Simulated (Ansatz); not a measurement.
BaS:

```
CELL_PARAMETERS angstrom
0.00000 3.19375 3.19375
3.19375 0.00000 3.19375
3.19375 3.19375 0.00000
ATOMIC_POSITIONS crystal
Ba 0.00000 0.00000 0.00000
S 0.50000 0.50000 0.50000
```

Base run:

* Program: Ansatz 0.2.0
* Functional: PBEsol
* Potentials or basis: Ansatz PAW
* Cutoff: 420 eV (not typed: the program's choice for these potentials)
* k mesh: 7 × 7 × 7
* Occupations: fermi-dirac, width 0.05 eV
* Spin: no spin polarisation

Its results: band gap on the k mesh 2.14 eV, indirect (least direct gap 2.26 eV); pressure -1.2 GPa.

Q: After a change of settings the same cell gave: band gap on the k mesh 2.37 eV, indirect (least direct gap 2.49 eV); pressure 2.0 GPa. Which change was it?
A. functional from PBEsol to LDA
B. functional from PBEsol to revPBE
C. functional from PBEsol to PBE
D. functional from PBEsol to PBEsol0; k mesh from 7 × 7 × 7 to 4 × 4 × 4

A: B.

revPBE binds less tightly than PBEsol, so the same cell stands under more pressure.

Caveats: the k mesh misses the band edges, so the gap on the mesh is wider than the one along the path; spin-orbit coupling is left out, which moves the levels of the heavy elements; the PAW data sets come from PBE, with cores solved anew for the run's functional, which leaves a small shift of forces and pressure.
